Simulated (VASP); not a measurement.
Crystal: Pd.

```
CELL_PARAMETERS angstrom
0.00000 1.94650 1.94650
1.94650 0.00000 1.94650
1.94650 1.94650 0.00000
ATOMIC_POSITIONS crystal
Pd 0.00000 0.00000 0.00000
```

| Property | Result |
| --- | --- |
| Program | VASP 6.6.1 |
| Task | single point |
| Functional | PBE |
| Potentials or basis | VASP PAW PBE potentials, release 64 (Pd) |
| Cutoff | 520 eV |
| k mesh | 12 × 12 × 12 |
| Occupations | fermi-dirac, width 0.05 eV |
| Spin | no spin polarisation |

On this cell: pressure 6.6 GPa; band gap on the k mesh none (metal or under the smearing width).

The same run follows on a disturbed copy (cell strained at random at fixed volume):

```
Pd
1.0
    -0.01113    1.95522    1.94186
     1.97107    0.00634    1.92440
     1.96444    1.93112    0.01297
Pd
1
Direct
  0.02384 0.98301 0.99703
```

Q: What changes?

A: The energy (extrapolated to zero smearing) moves by +1.8 meV/atom; pressure 6.7 GPa; band gap on the k mesh none (metal or under the smearing width).

Stress tensor (GPa, compression positive):
```
 5.82  0.63  0.17
 0.63  6.94 -1.39
 0.17 -1.39  7.25
```
